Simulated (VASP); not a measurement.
A run of VASP 6.6.1:

Contents of INCAR:

```
  PREC = Accurate
  ENCUT = 520
  EDIFF = 1E-6
  ISMEAR = 0
  SIGMA = 0.05
  LREAL = False
  LASPH = True
  NELM = 60
  ALGO = Fast
  ISIF = 2
  LWAVE = False
  LCHARG = False
  GGA = PE
  IVDW = 12
  NBANDS = 20
```

File KPOINTS:

```
Automatic mesh
0
Gamma
  12 12 2
```

File POSCAR:

```
WS2
1.0
    3.1835163552      0.0000000000      0.0000000000
   -1.5917581776      2.7570060369      0.0000000000
    0.0000000000      0.0000000000     17.3743423372
W S
1 2
Direct
    0.3333333333      0.6666666667      0.0000000000
    0.6666666667      0.3333333333      0.9079994900
    0.6666666667      0.3333333333      0.0920005100
```

Potentials or basis: VASP PAW PBE potentials, release 64 (W_sv, S).

The run is started by

```sh
$ cat potpaw_PBE.64/W_sv/POTCAR potpaw_PBE.64/S/POTCAR > POTCAR
$ mpirun -np 1 vasp_std > vasp.out
```

Hardware: 1 thread of Intel(R) Xeon(R) Platinum 8488C (Sapphire Rapids), on a shared host.

Q: Estimate the wall time of this run.

A: It took 99 s on 1 thread of Intel(R) Xeon(R) Platinum 8488C (Sapphire Rapids), on a shared host, peak memory 0.33 GiB. Counts: scf iterations 21, k points 38.
